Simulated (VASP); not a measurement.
Here is a VASP 6.6.1 calculation.

The input INCAR:

```
PREC = Accurate
ENCUT = 520
EDIFF = 1E-7
ISMEAR = -1
SIGMA = 0.05
LREAL = F
LASPH = T
NELM = 100
ALGO = Normal
ISIF = 2
LWAVE = F
LCHARG = T
GGA = PS
LELF = T
LVHAR = T
NBANDS = 22
```

File KPOINTS:

```
Automatic mesh
0
Gamma
  6 6 6
```

Contents of POSCAR:

```
InSb3
1.0
    0.0000000000      3.7945550000      3.7945550000
    3.7945550000      0.0000000000      3.7945550000
    3.7945550000      3.7945550000      0.0000000000
Sb In
3 1
Direct
    0.5000000000      0.5000000000      0.5000000000
    0.7500000000      0.7500000000      0.7500000000
    0.2500000000      0.2500000000      0.2500000000
    0.0000000000      0.0000000000      0.0000000000
```

Potentials or basis: VASP PAW PBE potentials, release 64 (Sb, In_d).

Run with:

```sh
$ cat potpaw_PBE.64/Sb/POTCAR potpaw_PBE.64/In_d/POTCAR > POTCAR
$ mpirun -np 1 vasp_std > vasp.out
```

Question: What does it give for the pressure?

Answer: -3.1 GPa.

Question: Predict the band gap on the k mesh.

Answer: None (metal or under the smearing width).

Caveat: the PAW data sets were made with another functional, which shifts forces and pressure a little. Spin-orbit coupling is left out, which matters for the levels of Sb.
